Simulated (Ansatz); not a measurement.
Crystal: HfN.

```
CELL_PARAMETERS angstrom
0.00000 2.25600 2.25600
2.25600 0.00000 2.25600
2.25600 2.25600 0.00000
ATOMIC_POSITIONS crystal
Hf 0.00000 0.00000 0.00000
N 0.50000 0.50000 0.50000
```

Base run:

* Program: Ansatz 0.2.0
* Functional: LDA
* Potentials or basis: Ansatz PAW
* Cutoff: 420 eV
* Density cutoff: 1680 eV
* k mesh: 7 × 7 × 7
* Occupations: fermi-dirac, width 0.05 eV
* Spin: spin-orbit coupling, no magnetisation

Its results: band gap on the k mesh none (metal or under the smearing width); pressure -8.5 GPa.

Q: The run is repeated on the same cell with these changes: functional from LDA to r2SCAN; cutoff from 420 eV to 500 eV; density cutoff from 1680 eV to 2000 eV. What comes out?

A: Band gap on the k mesh none (metal or under the smearing width); pressure 2.4 GPa.

Caveats: the PAW data sets come from PBE, with cores solved anew for the run's functional, which leaves a small shift of forces and pressure.

Not every run made on this cell is shown here.
